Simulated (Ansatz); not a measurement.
# TaSi$_{2}$: enthalpy against pressure

TaSi$_{2}$, P6_422, a = 4.761 Å, c = 6.556 Å. The structure is a COD entry; whether it is the stable form wasn't checked. Ansatz: PBEsol, PAW, 420 eV, Γ-centred 12×12×6 mesh on 9 atoms, Gaussian smearing 0.10 eV; no spin polarisation. Cell and atoms are relaxed at each pressure, and no other structure is tried, so the rows at high pressure may lie past a change of phase. y is the enthalpy over the state at zero pressure; there V0 = 14.300 Å³/atom. The pressures are the targets, met within 0.02 GPa.

```tsv
P (GPa)	y (eV/atom)
-2.0	?
0.0	0.0000
2.0	0.1776
5.0	0.4408
10.0	0.8715
20.0	1.7068
```

Fit y = c1 P + c2 P² + c3 P³ to the other rows, say what c1 and c2 mean, and predict the missing value.

Least squares on the rows shown. y = 0.089240 P − 0.00022304 P² + 1.4012×10⁻⁶ P³. Since dH/dP = V, c1 is V0: 0.089240 eV/GPa × 160.2 = 14.296 Å³ against 14.300; c2 = −V0/(2B0) gives B0 = 200 GPa, where a Birch–Murnaghan fit to the volumes of the same runs (not shown) gives 196 GPa. At P = -2.0 the fit asked for gives -0.1794 eV/atom. The run gave -0.1794 eV/atom, the same to the digits shown.

Spin–orbit coupling is left out, which can shift energies with elements as heavy as these.